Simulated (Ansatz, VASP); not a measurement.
**SnO in VASP and in Ansatz**

File INCAR:

```
PREC = Accurate
ENCUT = 520
EDIFF = 1E-7
ISMEAR = -1
SIGMA = 0.05
LREAL = False
LASPH = True
NELM = 80
ALGO = Normal
ISIF = 2
LWAVE = False
LCHARG = False
GGA = PS
NBANDS = 28
```

File KPOINTS:

```
Automatic mesh
0
Gamma
  7 7 6
```

Contents of POSCAR:

```
SnO
1.0
    3.8638811754      0.0000000000      0.0000000000
    0.0000000000      3.8638811754      0.0000000000
    0.0000000000      0.0000000000      4.9512221655
Sn O
2 2
Direct
    0.5000000000      0.0000000000      0.7646261400
    0.0000000000      0.5000000000      0.2353738600
    0.0000000000      0.0000000000      0.0000000000
    0.5000000000      0.5000000000      0.0000000000
```

The input input.yaml:

```yaml
crystal:
  lattice:
    - [3.8638811754, 0.0, 0.0]
    - [0.0, 3.8638811754, 0.0]
    - [0.0, 0.0, 4.9512221655]
  atoms:
    - { symbol: Sn, position: [0.5, 0.0, 0.76462614] }
    - { symbol: Sn, position: [0.0, 0.5, 0.23537386] }
    - { symbol: O, position: [0.0, 0.0, 0.0] }
    - { symbol: O, position: [0.5, 0.5, 0.0] }
hamiltonian:
  xc: pbesol
  pseudopotentials: { kind: paw }
kpoints:
  mp_grid: { grid: [7, 7, 6] }
scf:
  occupations: { method: fermi_dirac, width: 0.05 }
output:
  forces: true
  stress: true
  eigenvalues: true
  write_density: true
  write_potential: true
  elf: true
  volumetric_format: npy
```

Change from the starting cell: volume scaled by 1.04.

Alike in both runs: task single point; functional PBEsol; k mesh 7 × 7 × 6; occupations fermi-dirac, width 0.05 eV; no spin polarisation.

|  | VASP | Ansatz |
| --- | --- | --- |
| version | VASP 6.6.1 | Ansatz 0.2.0 |
| potentials or method | VASP PAW PBE potentials, release 64 (Sn_d, O) | Ansatz PAW |
| plane-wave cutoff (eV) | 520 | 420 |
| valence electrons in the cell | 40 | 40 |

```tsv
	VASP	Ansatz	Ansatz less VASP
gap on the k mesh at the Fermi level (eV)	0.50	0.48	-0.010
least direct gap on the mesh (eV)	1.94	1.97	+0.027
pressure (GPa)	-3.7	-3.9	-0.19
largest component of the traceless stress (GPa)	0.47	0.45	-0.024
rms of the force components (eV/Å)	0.147	0.178	+0.0312
```

Atom by atom the forces differ by 0.031 eV/Å (rms over components).

Caveats: spin-orbit coupling is left out, which moves the levels of the heavy elements; the PAW data sets were made with another functional, which shifts forces and pressure a little (VASP); an odd mesh through Γ misses points on the zone boundary, where band edges often lie (VASP); odd divisions of the mesh miss points on the zone boundary, where band edges often lie, so the gap on the mesh can be too wide (Ansatz); the pressure holds a Pulay correction of +0.5 GPa for the finite cutoff (Ansatz); the PAW data sets come from PBE, with cores solved anew for the run's functional, which leaves a small shift of forces and pressure (Ansatz).
